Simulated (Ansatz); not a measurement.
## Pressure against volume: TiSe2

```xyz
3
Lattice="3.5360 0.0000 0.0000 -1.7680 3.0623 0.0000 0.0000 0.0000 6.0040" Properties=species:S:1:pos:R:3 pbc="T T T"
Ti    0.0000    0.0000    0.0000
Se    0.0000    2.0415    1.5322
Se    1.7680    1.0208    4.4718
```

The cell is COD entry 1548816, which may be a prediction rather than a measurement; nothing was relaxed.

All numbers are computed: DFT, PBE, all-electron LAPW, scalar-relativistic (Ansatz 0.2.0); DFT, PBE, PAW with Ansatz's default frozen-core files, scalar-relativistic (Ansatz 0.2.0).

For LAPW: a Γ-centred 12×12×6 k mesh, Fermi–Dirac smearing of 0.03 eV, basis error target 1 meV/atom, no spin polarisation. PAW takes a cutoff of 420 eV at this cell. The Ansatz runs share mesh, smearing and spin set-up. Plane-wave (PAW) pressures include the program's estimate of the Pulay term.

The cell above is scaled evenly, with fractional coordinates and shape held.

```tsv
V/V(cell)	V (Å³/atom)	P, LAPW (GPa)	P, PAW (GPa)	free energy over the lowest listed, PAW (meV/atom)
0.9400	20.371	7.49	7.49	37.1
0.9600	20.804	5.29	5.29	19.9
0.9800	21.237	?	?	?
0.9900	21.454	2.38	2.38	4.5
1.0000	21.671	1.50	1.50	1.8
1.0100	21.888	0.67	0.67	0.4
1.0200	22.104	-0.12	-0.12	0.0
1.0400	22.538	-1.59	-1.59	2.3
1.0600	22.971	-2.92	-2.92	8.5
```

Problem. Fill in the row V/V(cell) = 0.9800.

Solution. P, LAPW (GPa) = 3.30, P, PAW (GPa) = 3.30, free energy over the lowest listed, PAW (meV/atom) = 8.3.

Problem. What do Birch–Murnaghan fits to the pressures give?

Solution. LAPW: V0 = 22.07 Å³/atom, B0 = 79 GPa, B0′ = 4.1; PAW: V0 = 22.07 Å³/atom, B0 = 79 GPa, B0′ = 4.1.

PAW's V0 lies 0.00 % from the all-electron value and its B0 0.0 %. With shape and internal coordinates held, B0 is an upper bound to the relaxed modulus.
